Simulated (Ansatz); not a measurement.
# InSb3: energies, forces and stress near the listed structure

Aim: see how energy, forces, stress and gap of InSb3 answer to moves of single atoms, further strains and shifts, swapped elements, distortions that keep the symmetry, other functionals. Nothing is relaxed unless a step says so.

Program: Ansatz 0.2.0. Level of theory: DFT PBE, scalar-relativistic, plane waves, PAW. These are calculated values, not measurements.

### Step 1. The starting structure

The structure is cubic, space group Fm-3m (No. 225). Conventional cell: a = 7.589 Å, b = 7.589 Å, c = 7.589 Å, α = 90.00°, β = 90.00°, γ = 90.00°. In (site symmetry m-3m) has 8 Sb at 3.29 Å as nearest neighbours. Sb (site symmetry -43m) has 4 In at 3.29 Å and 4 Sb at 3.29 Å as nearest neighbours. Around Sb (site symmetry m-3m) lie 8 Sb at 3.29 Å.

As a file:

```
In Sb
1.0
     0.00000    3.79455    3.79455
     3.79455    0.00000    3.79455
     3.79455    3.79455    0.00000
In Sb
1 3
Direct
  0.00000 0.00000 0.00000
  0.25000 0.25000 0.25000
  0.75000 0.75000 0.75000
  0.50000 0.50000 0.50000
```

The structure comes from the Materials Project (structure only).

### Step 2. Substitution of an element, cell strained: Sb → As, first probe

Against the listed cell: As takes all sites of Sb, and lengths are scaled by 0.936 as a first guess of the size; strain xx, yy, zz, yz, xz, xy = +0.8, +0.8, +0.8, +0.0, +0.0, +0.0 %.

File input.yaml:

```yaml
crystal:
  lattice:
    - [0.0, 3.5790459301, 3.5790459301]
    - [3.5790459301, 0.0, 3.5790459301]
    - [3.5790459301, 3.5790459301, 0.0]
  atoms:
    - { symbol: In, position: [0.0, 0.0, 0.0] }
    - { symbol: As, position: [0.25, 0.25, 0.25] }
    - { symbol: As, position: [0.75, 0.75, 0.75] }
    - { symbol: As, position: [0.5, 0.5, 0.5] }
basis:
  ecutwfc: 420
kpoints:
  mp_grid: { grid: [4, 4, 4] }
hamiltonian:
  xc: pbe
scf:
  occupations: { method: gaussian, width: 0.1 }
output:
  forces: true
  stress: true
  eigenvalues: true
```

### Step 3. One element swapped, cell strained: Sb → As

input.yaml: that of step 2 with these lines changed.

```diff
@@ -13,3 +13,3 @@
 kpoints:
-  mp_grid: { grid: [4, 4, 4] }
+  mp_grid: { grid: [10, 10, 10] }
 hamiltonian:
```

### Step 4. A single atom displaced

File input.yaml:

```yaml
crystal:
  lattice:
    - [0.0, 3.794555, 3.794555]
    - [3.794555, 0.0, 3.794555]
    - [3.794555, 3.794555, 0.0]
  atoms:
    - { symbol: In, position: [0.0, 0.0, 0.0] }
    - { symbol: Sb, position: [0.2888345933, 0.3075561561, 0.2140563913] }
    - { symbol: Sb, position: [0.75, 0.75, 0.75] }
    - { symbol: Sb, position: [0.5, 0.5, 0.5] }
basis:
  ecutwfc: 420
kpoints:
  mp_grid: { grid: [8, 8, 8] }
hamiltonian:
  xc: pbe
scf:
  occupations: { method: gaussian, width: 0.1 }
output:
  forces: true
  stress: true
  eigenvalues: true
```

### Step 5. A change within the space group

File input.yaml:

```yaml
crystal:
  lattice:
    - [0.0, 3.6905083019, 3.6905083019]
    - [3.6905083019, 0.0, 3.6905083019]
    - [3.6905083019, 3.6905083019, 0.0]
  atoms:
    - { symbol: In, position: [0.0, 0.0, 0.0] }
    - { symbol: Sb, position: [0.25, 0.25, 0.25] }
    - { symbol: Sb, position: [0.75, 0.75, 0.75] }
    - { symbol: Sb, position: [0.5, 0.5, 0.5] }
basis:
  ecutwfc: 420
kpoints:
  mp_grid: { grid: [10, 10, 10] }
hamiltonian:
  xc: pbe
scf:
  occupations: { method: gaussian, width: 0.1 }
output:
  forces: true
  stress: true
  eigenvalues: true
```

### Step 6. Another functional, on a distorted cell: r2SCAN

input.yaml: that of step 5 with these lines changed.

```diff
@@ -2,5 +2,5 @@
   lattice:
-    - [0.0, 3.6905083019, 3.6905083019]
-    - [3.6905083019, 0.0, 3.6905083019]
-    - [3.6905083019, 3.6905083019, 0.0]
+    - [0.0, 3.7864725978, 3.7864725978]
+    - [3.7864725978, 0.0, 3.7864725978]
+    - [3.7864725978, 3.7864725978, 0.0]
   atoms:
@@ -11,3 +11,3 @@
 basis:
-  ecutwfc: 420
+  ecutwfc: 500
 kpoints:
@@ -15,3 +15,3 @@
 hamiltonian:
-  xc: pbe
+  xc: r2scan
 scf:
```

### Step 7. A distortion that keeps the symmetry

input.yaml: that of step 6 with these lines changed.

```diff
@@ -2,5 +2,5 @@
   lattice:
-    - [0.0, 3.7864725978, 3.7864725978]
-    - [3.7864725978, 0.0, 3.7864725978]
-    - [3.7864725978, 3.7864725978, 0.0]
+    - [0.0, 3.7407861556, 3.7407861556]
+    - [3.7407861556, 0.0, 3.7407861556]
+    - [3.7407861556, 3.7407861556, 0.0]
   atoms:
@@ -11,3 +11,3 @@
 basis:
-  ecutwfc: 500
+  ecutwfc: 420
 kpoints:
@@ -15,3 +15,3 @@
 hamiltonian:
-  xc: r2scan
+  xc: pbe
 scf:
```

### Step 8. A distortion of lower symmetry

File input.yaml:

```yaml
crystal:
  lattice:
    - [0.1517822, 3.775240715, 3.775240715]
    - [3.927022915, 0.0, 3.927022915]
    - [3.927022915, 3.927022915, 0.0]
  atoms:
    - { symbol: In, position: [0.0, 0.0, 0.0] }
    - { symbol: Sb, position: [0.2177236232, 0.2607587923, 0.2607587923] }
    - { symbol: Sb, position: [0.7822763768, 0.7392412077, 0.7392412077] }
    - { symbol: Sb, position: [0.5, 0.5, 0.5] }
basis:
  ecutwfc: 420
kpoints:
  mp_grid: { grid: [8, 9, 9] }
hamiltonian:
  xc: pbe
scf:
  occupations: { method: gaussian, width: 0.1 }
output:
  forces: true
  stress: true
  eigenvalues: true
```

Q: Predict the outcome of this session. Wanted: for each run, case; energy; pressure; largest force.

As calculated:

| step | case | energy (meV/atom) | pressure (GPa) | largest force (eV/Å) | gap on the mesh (eV) |
| --- | --- | --- | --- | --- | --- |
| 3 | one element swapped, cell strained: Sb → As | n/a | -5.4 | 0.00 | 0.00 |
| 4 | a single atom displaced | +0.0 | 1.1 | 0.71 | 0.00 |
| 5 | a change within the space group | -1.2* | 5.2 | 0.00 | 0.00 |
| 6 | another functional, on a distorted cell: r2SCAN | n/a | -0.6 | 0.00 | 0.00 |
| 7 | a distortion that keeps the symmetry | -25.2* | 2.3 | 0.00 | 0.00 |
| 8 | a distortion of lower symmetry | -1.0* | -1.2 | 0.39 | 0.00 |

Energies are counted from step 4, with the smearing taken to zero; a star marks another k mesh, which can shift energies by itself, so starred rows don't rank against the others. Other atoms or functionals have another zero of energy (n/a). A gap of 0.00 means none on the mesh at this level.

**Reading.** Among the distorted cells of the listed formula and level the largest force, 0.71 eV/Å, acts on Sb2 in step 4. The pressure is 5.2 GPa in the smallest cell and -1.2 GPa in the largest; between them shape and moved atoms count too. The distorted cells of the listed formula and level show no gap on the mesh. Spin-orbit coupling is left out for Sb.
